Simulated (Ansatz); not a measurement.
A run of Ansatz 0.2.0 is set up as follows.

input

```
crystal:
  lattice:
    - [0.0, 2.44, 2.44]
    - [2.44, 0.0, 2.44]
    - [2.44, 2.44, 0.0]
  atoms:
    - { symbol: Na, position: [0.0, 0.0, 0.0] }
    - { symbol: H, position: [0.5, 0.5, 0.5] }
hamiltonian:
  xc: pbe0
  pseudopotentials: { kind: paw }
kpoints:
  mp_grid: { grid: [6, 6, 6] }
  band_path:
    path:
      - [[0.0, 0.0, 0.0], [0.5, 0.0, 0.5], [0.5, 0.25, 0.75], [0.375, 0.375, 0.75], [0.0, 0.0, 0.0], [0.5, 0.5, 0.5], [0.625, 0.25, 0.625], [0.5, 0.25, 0.75], [0.5, 0.5, 0.5], [0.375, 0.375, 0.75]]
      - [[0.625, 0.25, 0.625], [0.5, 0.0, 0.5]]
    npoints: 4
scf:
  occupations: { method: fermi_dirac, width: 0.05 }
  n_extra_bands: 6
output:
  forces: true
  stress: true
  eigenvalues: true
  fatbands: false
```

(1) Estimate the band gap on the k mesh.

(2) What does it give for the band gap along the path?

(3) Predict the pressure.

Answers

(1) 5.51 eV, indirect (least direct gap 6.41 eV).

(2) 5.47 eV, indirect (least direct gap 6.41 eV).

(3) -1.0 GPa.

Caveat: the PAW data sets come from PBE, with cores solved anew for the run's functional, which leaves a small shift of forces and pressure; the thresholds are loose for stress.
